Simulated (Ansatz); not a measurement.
# InP: the cost of one run

Computed with Ansatz 0.2.0 (DFT PBE, scalar-relativistic, plane waves, PAW, unless a step's input says otherwise).

The COD entry's cell or inner coordinates are ideal or old and differ from later refinements, so a difference from it is no clean test against experiment.

5 further runs of the same task are left out: 5 set aside as unsound or not needed.

### 1 The starting structure

It takes space group F-43m (No. 216, cubic). Conventional cell: a = 5.960 Å, b = 5.960 Å, c = 5.960 Å, α = 90.00°, β = 90.00°, γ = 90.00°. Around In (site symmetry -43m) lie 4 P at 2.58 Å. Around P (site symmetry -43m) lie 4 In at 2.58 Å.

Structure file:

```
In P
1.0
    -5.96007   -5.96007    0.00000
     0.00000   -5.96007    5.96007
    -5.96007    0.00000    5.96007
In P
8 8
Direct
  0.50000 0.00000 0.00000
  0.00000 0.00000 0.00000
  0.50000 0.50000 0.00000
  0.00000 0.50000 0.00000
  0.50000 0.00000 0.50000
  0.00000 0.00000 0.50000
  0.50000 0.50000 0.50000
  0.00000 0.50000 0.50000
  0.37500 0.37500 0.37500
  0.87500 0.37500 0.37500
  0.37500 0.87500 0.37500
  0.87500 0.87500 0.37500
  0.37500 0.37500 0.87500
  0.87500 0.37500 0.87500
  0.37500 0.87500 0.87500
  0.87500 0.87500 0.87500
```

It is built from the cell relaxed beforehand with the same method (26.46 Å³/atom).

### 2 Reference: the perfect supercell

The input, input.yaml:

```yaml
crystal:
  lattice:
    - [-5.960068415, -5.960068415, 0.0]
    - [0.0, -5.960068415, 5.960068415]
    - [-5.960068415, 0.0, 5.960068415]
  atoms:
    - { symbol: In, position: [0.5, 0.0, 0.0] }
    - { symbol: In, position: [0.0, 0.0, 0.0] }
    - { symbol: In, position: [0.5, 0.5, 0.0] }
    - { symbol: In, position: [0.0, 0.5, 0.0] }
    - { symbol: In, position: [0.5, 0.0, 0.5] }
    - { symbol: In, position: [0.0, 0.0, 0.5] }
    - { symbol: In, position: [0.5, 0.5, 0.5] }
    - { symbol: In, position: [0.0, 0.5, 0.5] }
    - { symbol: P, position: [0.375, 0.375, 0.375] }
    - { symbol: P, position: [0.875, 0.375, 0.375] }
    - { symbol: P, position: [0.375, 0.875, 0.375] }
    - { symbol: P, position: [0.875, 0.875, 0.375] }
    - { symbol: P, position: [0.375, 0.375, 0.875] }
    - { symbol: P, position: [0.875, 0.375, 0.875] }
    - { symbol: P, position: [0.375, 0.875, 0.875] }
    - { symbol: P, position: [0.875, 0.875, 0.875] }
  symmetry: { detect: false }
basis:
  ecutwfc: 420
kpoints:
  mp_grid: { grid: [2, 2, 2], shift: [0.5, 0.5, 0.5] }
hamiltonian:
  xc: pbe
scf:
  occupations: { method: gaussian, width: 0.02 }
output:
  forces: true
  stress: true
  eigenvalues: true
```

Launch:

```
ansatz run input.yaml --threads 4 --pin off --max-ram 9216MiB --backend cpu --events-out ev --progress --plain --runs-dir out
```

**Question.** How long does this run take on 4 threads of Intel Xeon at 2.70GHz, shared host, and how much memory does it need?

About 5.3 s, with a peak of 0.99 GiB.
